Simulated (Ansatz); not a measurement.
**ZrN: pressure up to the limit of the methods**

The task here is to estimate one member of a computed series from the others.

Computed with Ansatz 0.2.0 (DFT, r2SCAN, PAW with Ansatz's default frozen-core files, scalar-relativistic, unless a step's input says otherwise).

**The structure to begin with**

It takes space group Fm-3m (No. 225, cubic). The conventional cell has a = 4.309 Å, b = 4.309 Å, c = 4.309 Å, α = 90.00°, β = 90.00°, γ = 90.00°. Zr (site symmetry m-3m) is surrounded by 6 N at 2.15 Å. Around N (site symmetry m-3m) lie 6 Zr at 2.15 Å.

Coordinates:

```xyz
2
Lattice="0.0000 2.1544 2.1544 2.1544 0.0000 2.1544 2.1544 2.1544 0.0000" Properties=species:S:1:pos:R:3 pbc="T T T"
Zr    0.0000    0.0000    0.0000
N     2.1544    2.1544    2.1544
```

Whether this phase is the stable one at these pressures isn't tested.

Atoms are numbered in the order of the input: Zr1, N2.

Set-up of the first run:

Input file input.yaml:

```yaml
crystal:
  lattice:
    - [0.0, 2.15443469, 2.15443469]
    - [2.15443469, 0.0, 2.15443469]
    - [2.15443469, 2.15443469, 0.0]
  atoms:
    - { symbol: Zr, position: [0.0, 0.0, 0.0] }
    - { symbol: "N", position: [0.5, 0.5, 0.5] }
kpoints:
  mp_grid: { grid: [15, 15, 15] }
scf:
  occupations: { method: fermi_dirac, width: 0.05 }
hamiltonian:
  xc: r2scan
  pseudopotentials: { kind: paw }
output:
  forces: true
  stress: true
relax:
  f_tol: 0.005
  max_steps: 40
  cell: {}
```

The run is started by

```
$ ansatz run input.yaml --threads 1 --pin off --max-ram 2048MiB --backend cpu --events-out ev --progress --plain --runs-dir out
```

Steps of the session up to this table: Cell relaxed at zero pressure, PAW; Volume scaled by 1, PAW; Volume scaled by 0.94, PAW; Volume scaled by 0.94, PAW (partial_waves polarizable); Volume scaled by 0.88, PAW; Volume scaled by 0.8, PAW; Volume scaled by 0.72, PAW; Volume scaled by 0.64, PAW; Volume scaled by 0.55, PAW; Volume scaled by 0.55, PAW (cutoff 800 eV).

One table of the session follows, with a row left open; its other results are not shown here.

```
                         method  volume over the first  volume (Å³/atom)  pressure (GPa)
                            PAW                      1            12.057            0.00
                            PAW                   0.94            11.334           18.53
                            PAW                   0.88            10.610           43.99
                            PAW                    0.8             9.646           93.74
                            PAW                   0.72             8.681          171.63
                            PAW                   0.64             7.716          296.60
                            PAW                   0.55             6.631          538.24
            PAW (cutoff 800 eV)                   0.55                 ?               ?
PAW (partial_waves polarizable)                   0.94            11.334           18.53
```

**Question.** Estimate the row for PAW (cutoff 800 eV), 0.55.

The run gave: volume (Å³/atom): 6.631; pressure (GPa): 538.27.
